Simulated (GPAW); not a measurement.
A run of GPAW 26.7.0 is set up as follows.

run.py

```python
from ase.dft.bandgap import bandgap
from ase.io import read, write
from ase.units import GPa
from gpaw import GPAW, PW

atoms = read('POSCAR')

calc = GPAW(mode=PW(600),
            xc='PBE',
            kpts={'size': (9, 9, 4), 'gamma': True},
            occupations={'name': 'methfessel-paxton', 'order': 0, 'width': 0.011},
            nbands=25,
            convergence={'density': 1e-05, 'energy': 1e-05},
            maxiter=150,
            txt='gpaw.txt')
atoms.calc = calc
energy = atoms.get_potential_energy()
forces = atoms.get_forces()
stress = atoms.get_stress()
calc.write('gs.gpw')
write('result.traj', atoms)
print(f'Energy: {energy:.6f} eV')
print('Forces (eV/A):')
print(forces.round(4))
print('Stress (GPa):', (stress / GPa).round(3))
print('Fermi level:', round(calc.get_fermi_level(), 4), 'eV')
print(f'Gap: {bandgap(calc)[0]:.4f} eV, direct: {bandgap(calc, direct=True)[0]:.4f} eV')
```

POSCAR

```
MoS2
1.0
    3.2274645616      0.0000000000      0.0000000000
   -1.6137322808      2.7950663001      0.0000000000
    0.0000000000      0.0000000000      6.3124734200
Mo S
1 2
Direct
    0.0000000000      0.0000000000      0.5000000000
    0.6666666667      0.3333333333      0.7446806800
    0.3333333333      0.6666666667      0.2553193200
```

Potentials or basis: GPAW PAW data sets (gpaw-data 1.2.1), pw.

Command:

```bash
$ OMP_NUM_THREADS=1 python run.py
```

Q: Predict the largest force.

A: 0.302 eV/Å.

Q: Predict the band gap on the k mesh.

A: None (metal or under the smearing width).

Q: Estimate the pressure.

A: 1.0 GPa.

Forces in eV/Å, atoms in the order of the input:
```
Mo   0.000  0.000  0.000
S    0.000  0.000  0.302
S    0.000  0.000 -0.302
```

Caveat: this functional lacks dispersion, which binds the layers, so the pressure and a relaxed spacing across them are unreliable.
